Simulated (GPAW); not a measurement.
Crystal: LiCl.

```
Cl Li
1.0
     0.00000    2.56477    2.56477
     2.56477    0.00000    2.56477
     2.56477    2.56477    0.00000
Cl Li
1 1
Direct
  0.50000 0.50000 0.50000
  0.00000 0.00000 0.00000
```

Base run:

| Item | Value |
| --- | --- |
| Program | GPAW 26.7.0 |
| Functional | r2SCAN |
| Potentials or basis | GPAW PAW data sets (gpaw-data 1.2.1) |
| Cutoff | 800 eV |
| Basis | pw |
| k mesh | 9 × 9 × 9 |
| Occupations | fermi-dirac, width 0.05 eV |
| Spin | no spin polarisation |

Its results: band gap on the k mesh 7.23 eV, direct; pressure 0.0 GPa.

Task: After a change of settings the same cell gave: band gap on the k mesh 6.57 eV, direct; pressure 2.3 GPa. Which change was it?
A. functional from r2SCAN to RPBE; potentials or basis from GPAW PAW data sets (gpaw-data 1.2.1) to the program's PAW data sets (release 1.2.1) made for this functional
B. k mesh from 9 × 9 × 9 to 7 × 7 × 7
C. functional from r2SCAN to PBE; occupations from fermi-dirac, width 0.05 eV to gaussian, width 0.012 eV

Result: A.

Caveats: the PAW data sets were made with another functional, which shifts forces and pressure a little (some runs).

Not every run made on this cell is shown here.
